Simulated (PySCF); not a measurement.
Work out the structure from these simulated measurements.

Formula: C2H4O2.

* 1H NMR: chemical shifts (computed TMS as zero) by class: 5.89 (1 H), 2.00 (3 H) ppm [GIAO B97-2/pcSseg-2]
* Polarisability: 33.9 au [CAM-B3LYP/aug-cc-pVTZ]
* Rotational structure: rotational constants A, B, C: 11.466, 9.562, 5.387 GHz [PBE0-D3(BJ)/def2-TZVP]
* Dipole: 1.82 D [CAM-B3LYP/aug-cc-pVTZ]
* UV, first state: lowest singlet excitation: 5.94 eV (209 nm, f = 0.000) [TDDFT CAM-B3LYP/aug-cc-pVTZ]
* Triplet: lowest triplet excitation (Tamm–Dancoff): 5.44 eV [TDA CAM-B3LYP/aug-cc-pVTZ]
* NMR, other nuclei: isotropic shieldings of nuclei other than C and H, by class: -101 (1 O), 120 (1 O) ppm [GIAO B97-2/pcSseg-2]
* 13C NMR: chemical shifts (computed TMS as zero) by class: 177.7 (1 C), 20.6 (1 C) ppm [GIAO B97-2/pcSseg-2]
* XPS: C1s 291.5, C1s 295.1, O1s 538.0, O1s 540.1 eV [ΔSCF SCAN, pcX-3 on the ionised atom, pcseg-2 elsewhere, spin-free X2C]

The electronic properties come from PySCF, for the isolated species, density fitting. Levels stand in brackets. Geometry: PBE0-D3(BJ)/def2-TZVP, one conformer, isolated molecule. NMR values are class means; diastereotopic atoms form classes of their own.

Task: Propose a structure and show how it fits.

Result: Numbering: `[CH3:1][C:2](=[O:3])[OH:4]`. Its formula, C2H4O2, gives 1 degree of unsaturation: 0 rings and 1 π bond in the structure found. 2 carbons fall into 2 classes; from least to most shielded: carboxylic acid carbon [C2] (177.7 ppm), methyl carbon next to a carbonyl [C1] (20.6 ppm). Hydrogen classes from least to most shielded: 1 H on an acid hydroxyl oxygen, O4 (5.89 ppm), 3 H on a methyl carbon next to a carbonyl, C1 (2.00 ppm). The other shieldings belong to: -101 ppm, acid carbonyl oxygen [O3]; 120 ppm, acid hydroxyl oxygen [O4]. The core levels belong to: C1s 291.5 eV, methyl carbon next to a carbonyl [C1]; C1s 295.1 eV, carboxylic acid carbon [C2]; O1s 538.0 eV, acid carbonyl oxygen [O3]; O1s 540.1 eV, acid hydroxyl oxygen [O4]. By its constants the optimised geometry is an asymmetric top. Structure: `CC(=O)O`. Computed isomers that give other values at the same levels: `COC=O` (core binding energies: C1s 292.8, C1s 294.9, O1s 538.2, O1s 539.9 eV); `O=CCO` (lowest singlet excitation: 4.62 eV (269 nm, f = 0.000)). The assignments are read from this structure; whether some other isomer fits the data as well wasn't checked.

Conformer computed: `[CH3:1][C:2](=[O:3])[OH:4]`: H–O4–C2–C1 179°.
